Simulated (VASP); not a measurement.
Here is a VASP 6.6.1 calculation.

Contents of INCAR:

```
PREC     = Accurate       # precision mode
ENCUT    = 600            # plane-wave cutoff, eV
EDIFF    = 1E-7           # SCF threshold, eV
ISMEAR   = 0              # smearing method
SIGMA    = 0.03           # smearing width, eV
LREAL    = F              # projectors in reciprocal space
LASPH    = T              # aspherical terms in the spheres
NELM     = 80             # most SCF steps
ALGO     = Normal         # electronic algorithm
ISIF     = 3              # what is computed and relaxed
LWAVE    = F              # write WAVECAR
LCHARG   = F              # write CHGCAR
GGA      = CA             # functional
IBRION   = 2              # ionic algorithm
NSW      = 90             # ionic steps
EDIFFG   = -0.005         # ionic threshold
KPAR     = 2
```

Contents of KPOINTS:

```
Automatic mesh
0
Gamma
  8 8 10
```

The input POSCAR:

```
SiO2                                    
1.0
    4.1544836962      0.0000000000      0.0000000000
    0.0000000000      4.1544836962      0.0000000000
    0.0000000000      0.0000000000      2.6652003469
  Si              O             
     2     4
Direct
     1.0000000000000000    1.0000000000000000    0.0000000000000000
     0.5000000000000000    0.5000000000000000    0.5000000000000000
     0.3053501034732652    0.3053501034732652    0.0000000000000000
     0.1946498965267348    0.8053501034732652    0.5000000000000000
     0.6946498965267348    0.6946498965267348    1.0000000000000000
     0.8053501034732652    0.1946498965267348    0.5000000000000000
```

Potentials or basis: VASP PAW LDA potentials, release 64 (Si, O).

The run is started by

```console
$ cat potpaw_LDA.64/Si/POTCAR potpaw_LDA.64/O/POTCAR > POTCAR
$ mpirun -np 2 vasp_std > vasp.out
```

Estimate the band gap on the k mesh.

5.78 eV, direct.

Estimate the space group after relaxing (to 0.05 Å).

P4_2/mnm (No. 136).

Predict the relaxed volume.

7.67 Å³/atom.

Final structure:
```
CELL_PARAMETERS angstrom
4.15437 0.00000 0.00000
0.00000 4.15437 0.00000
0.00000 0.00000 2.66597
ATOMIC_POSITIONS crystal
Si 0.00000 0.00000 0.00000
Si 0.50000 0.50000 0.50000
O 0.30540 0.30540 0.00000
O 0.19460 0.80540 0.50000
O 0.69460 0.69460 0.00000
O 0.80540 0.19460 0.50000
```

A k mesh can miss the band edges.
